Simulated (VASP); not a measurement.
# MgO (I4/mmm) in VASP: further runs, part 2 of 2

VASP 6.6.1. The steps go on from the part before.

### 3 Single point, r2SCAN (strain +0.0525 x Voigt [1, 0, 0, 0, 0, 0], atoms carried along)

Input file INCAR:

```
ALGO = Normal
EDIFF = 1E-6
ENCUT = 520
ISIF = 2
ISMEAR = 0
LASPH = True
LCHARG = False
LMIXTAU = True
LREAL = False
LWAVE = False
METAGGA = R2SCAN
NBANDS = 11
NELM = 100
PREC = Accurate
SIGMA = 0.05
```

Input file KPOINTS:

```
k-points
0
Gamma
  10 10 10
```

Input file POSCAR:

```
MgO
1.0
    0.0000000000      2.1351500000      2.1351500000
    2.2472453750      0.0000000000      2.1351500000
    2.2472453750      2.1351500000      0.0000000000
Mg O
1 1
Direct
    0.0000000000      0.0000000000      0.0000000000
    0.5000000000      0.5000000000      0.5000000000
```

Potentials or basis: VASP PAW PBE potentials, release 64 (Mg, O).

On the command line:

```bash
> cat potpaw_PBE.64/Mg/POTCAR potpaw_PBE.64/O/POTCAR > POTCAR
> mpirun -np 1 vasp_std > vasp.out
```

It took 2.1 min on 1 thread of Intel Xeon Platinum 8175M at 2.50GHz (Skylake/Cascade Lake), shared host; peak memory 0.16 GiB.

The run converged. Its results:

```yaml
Free_energy: -16.0526 eV
Pressure: -13.8 GPa
Band_gap_on_the_k_mesh: 4.64 eV, direct
```

Stress tensor (GPa, compression positive):
```
-17.13   0.00   0.00
  0.00 -12.06   0.00
  0.00   0.00 -12.06
```

Levels at points of the mesh, in eV from the valence-band top:
| k point | band 1 | band 2 | band 3 | band 4 | band 5 | band 6 | band 7 | band 8 |
| --- | --- | --- | --- | --- | --- | --- | --- | --- |
| (0.00, 0.00, 0.00) | -17.83 | -0.11 | -0.11 | 0.00 | 4.64 | 15.90 | 16.42 | 16.42 |
| (0.50, 0.00, 0.00) | -16.80 | -4.29 | -0.70 | -0.60 | 8.12 | 12.64 | 15.91 | 16.97 |
| (0.50, 0.50, 0.00) | -16.54 | -3.76 | -1.54 | -1.22 | 9.67 | 9.99 | 13.44 | 18.21 |
| (0.00, 0.50, 0.50) | -16.66 | -3.89 | -1.19 | -1.19 | 10.04 | 10.17 | 12.77 | 19.29 |

Caveat: the PAW data sets were made with another functional, which shifts forces and pressure a little.

### 4 Single point, r2SCAN (strain +0.0600 x Voigt [1, 0, 0, 0, 0, 0], atoms carried along)

Input file INCAR:

```
SYSTEM = MgO
PREC = Accurate
ENCUT = 520
EDIFF = 1E-6
ISMEAR = 0
SIGMA = 0.05
LREAL = .False.
LASPH = .True.
NELM = 100
ALGO = Normal
ISIF = 2
LWAVE = .False.
LCHARG = .False.
METAGGA = R2SCAN
LMIXTAU = .True.
NBANDS = 11
```

Input file KPOINTS:

```
Automatic mesh
0
Gamma
  10 10 10
  0 0 0
```

Input file POSCAR:

```
MgO
1.0
    0.0000000000      2.1351500000      2.1351500000
    2.2632590000      0.0000000000      2.1351500000
    2.2632590000      2.1351500000      0.0000000000
Mg O
1 1
Direct
    0.0000000000      0.0000000000      0.0000000000
    0.5000000000      0.5000000000      0.5000000000
```

Potentials or basis: VASP PAW PBE potentials, release 64 (Mg, O).

On the command line:

```bash
> cat potpaw_PBE.64/Mg/POTCAR potpaw_PBE.64/O/POTCAR > POTCAR
> mpirun -np 1 vasp_std > vasp.out
```

OUTCAR:

```text
SYSTEM = MgO
   PREC = Accurate
   ENCUT = 520
   EDIFF = 1E-6
   ISMEAR = 0
   LREAL = .False.
   LASPH = .True.
   NELM = 100
   ISIF = 2
   METAGGA = R2SCAN

 ion  position               nearest neighbor table
   1  0.000  0.000  0.000-   2 2.14   2 2.14   2 2.14   2 2.14   2 2.26   2 2.26
   2  0.500  0.500  0.500-   1 2.14   1 2.14   1 2.14   1 2.14   1 2.26   1 2.26

  LATTYP: Found a body centered tetragonal cell.
 ALAT       =     3.0195580877
 C/A-ratio  =     1.4990663761

  Lattice vectors:

[... 525 lines left out ...]

  FORCE on cell =-STRESS in cart. coord.  units (eV):
  Direction    XX          YY          ZZ          XY          YZ          ZX
  --------------------------------------------------------------------------------------
  -------------------------------------------------------------------------------------
  Total       -2.3058068     -1.6157652     -1.6157652      0.0000000      0.0000000      0.0000000
  in kB     -179.0245000   -125.4491702   -125.4491702      0.0000000      0.0000000      0.0000000
  external PRESSURE =    -143.3076135 kB  Pullay stress =       0.0000000 kB

 VOLUME and BASIS-vectors are now :
 -----------------------------------------------------------------------------
  energy-cutoff  :      520.00
  volume of cell :       20.64
      direct lattice vectors                 reciprocal lattice vectors
     0.000000000  2.135150000  2.135150000    -0.220920363  0.234175585  0.234175585
     2.263259000  0.000000000  2.135150000     0.220920363 -0.234175585  0.234175585
     2.263259000  2.135150000  0.000000000     0.220920363  0.234175585 -0.234175585

 POSITION                                       TOTAL-FORCE (eV/Angst)
 -----------------------------------------------------------------------------------
      0.00000      0.00000      0.00000         0.000000     -0.000000      0.000000
      2.26326      2.13515      2.13515         0.000000      0.000000     -0.000000
 -----------------------------------------------------------------------------------
    total drift:                               -0.000000     -0.000000      0.000000

  FREE ENERGIE OF THE ION-ELECTRON SYSTEM (eV)
  ---------------------------------------------------
  free  energy   TOTEN  =       -16.0367538158 eV

  energy  without entropy=      -16.0367538158  energy(sigma->0) =      -16.03675382
```

OSZICAR:

```text
N       E                     dE             d eps       ncg     rms          rms(c)
DAV:   1     0.101471733220E+02    0.10147E+02   -0.47155E+03  2492   0.661E+02
DAV:   2    -0.191038735869E+02   -0.29251E+02   -0.28074E+02  2561   0.140E+02
DAV:   3    -0.198220993840E+02   -0.71823E+00   -0.71766E+00  2702   0.197E+01
[... 14 lines left out ...]
DAV:  18    -0.160367579081E+02   -0.32128E-04   -0.86463E-06  2304   0.216E-02    0.123E-03
DAV:  19    -0.160367511212E+02    0.67869E-05   -0.11361E-06  2298   0.119E-02    0.641E-04
DAV:  20    -0.160367544860E+02   -0.33648E-05   -0.14692E-08  1170   0.119E-03    0.355E-04
DAV:  21    -0.160367529789E+02    0.15071E-05   -0.24611E-09  1155   0.488E-04    0.285E-04
DAV:  22    -0.160367538158E+02   -0.83695E-06   -0.34328E-09  1149   0.597E-04
   1 F= -.16036754E+02 E0= -.16036754E+02  d E =-.167229E-11
```

stdout:

```text
POSCAR found type information on POSCAR MgO
 POSCAR found :  2 types and       2 ions
 scaLAPACK will be used
 -----------------------------------------------------------------------------
|                                                                             |
|                                                                             |
|     You enforced a specific xc type in the INCAR file but a different       |
|     I HOPE YOU KNOW WHAT YOU ARE DOING!                                     |
|                                                                             |
 -----------------------------------------------------------------------------

 LDA part: xc-table for (None), standard interpolation
 POSCAR, INCAR and KPOINTS ok, starting setup
 FFT: planning ... GRIDC
 FFT: planning ... GRID_SOFT
 FFT: planning ... GRID
 WAVECAR not read
 entering main loop
```

Run time: 2.9 min. Hardware: 1 thread of Intel Xeon Platinum 8175M at 2.50GHz (Skylake/Cascade Lake), shared host; peak memory 0.16 GiB.

What came out:

```yaml
Free_energy: -16.0368 eV
Pressure: -14.3 GPa
Band_gap_on_the_k_mesh: 4.57 eV, direct
```

Levels at points of the mesh, in eV from the valence-band top:
| k point | band 2 | band 3 | band 4 | band 5 | band 6 | band 7 |
| --- | --- | --- | --- | --- | --- | --- |
| (0.00, 0.00, 0.00) | -0.12 | -0.12 | 0.00 | 4.57 | 15.81 | 16.40 |
| (0.50, 0.00, 0.00) | -4.27 | -0.71 | -0.60 | 8.06 | 12.54 | 15.78 |
| (0.50, 0.50, 0.00) | -3.73 | -1.57 | -1.20 | 9.64 | 9.91 | 13.39 |
| (0.00, 0.50, 0.50) | -3.88 | -1.17 | -1.17 | 9.97 | 10.20 | 12.62 |

Caveat: the PAW data sets were made with another functional, which shifts forces and pressure a little.

### 5 The runs side by side

| cell | gap on the mesh (eV) | pressure (GPa) |
| --- | --- | --- |
| strain +0.0450 x Voigt [1, 0, 0, 0, 0, 0], atoms carried along | 4.72 | -13.1 |
| strain +0.0525 x Voigt [1, 0, 0, 0, 0, 0], atoms carried along | 4.64 | -13.8 |
| strain +0.0600 x Voigt [1, 0, 0, 0, 0, 0], atoms carried along | 4.57 | -14.3 |

Alike in all rows: task single point; level r2SCAN; potentials or basis VASP PAW PBE potentials, release 64 (Mg, O); no spin polarisation; k mesh 10 × 10 × 10; cutoff (eV) 520; smearing gaussian 0.05 eV.

Caveats: the PAW data sets were made with another functional, which shifts forces and pressure a little.

Absolute energies hang on the potentials; compare differences alone.
